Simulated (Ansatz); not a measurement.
NiGe:

```xyz
8
Lattice="5.3810 0.0000 0.0000 0.0000 3.4280 0.0000 0.0000 0.0000 5.8110" Properties=species:S:1:pos:R:3 pbc="T T T"
Ge    1.6789    2.5710    5.3287
Ge    3.7021    0.8570    0.4823
Ge    1.0116    0.8570    2.4232
Ge    4.3694    2.5710    3.3878
Ni    2.6636    2.5710    1.8014
Ni    2.7174    0.8570    4.0096
Ni    0.0269    0.8570    4.7069
Ni    5.3541    2.5710    1.1041
```

Program: Ansatz 0.2.0. Alike in all runs: task band structure; potentials or basis Ansatz PAW; cell as given; k mesh 5 × 8 × 5; smearing fermi-dirac 0.05 eV.

Problem. Order these runs on this cell by their pressure, lowest first.
A. level LDA; spin collinear, ferromagnetic start; cutoff (eV) 420
B. level PBE; spin collinear, ferromagnetic start; cutoff (eV) 420
C. level PBEsol; spin non-collinear, ferromagnetic start, SOC; cutoff (eV) 420
D. level r2SCAN; spin collinear, ferromagnetic start; cutoff (eV) 500

Solution. A (-7.9 GPa), C (-3.2 GPa), D (-1.5 GPa), B (3.6 GPa).

Caveats: the PAW data sets come from PBE, with cores solved anew for the run's functional, which leaves a small shift of forces and pressure (some runs); the magnetic or orbital state may not be the lowest (some runs).

Not every run made on this cell is shown here.
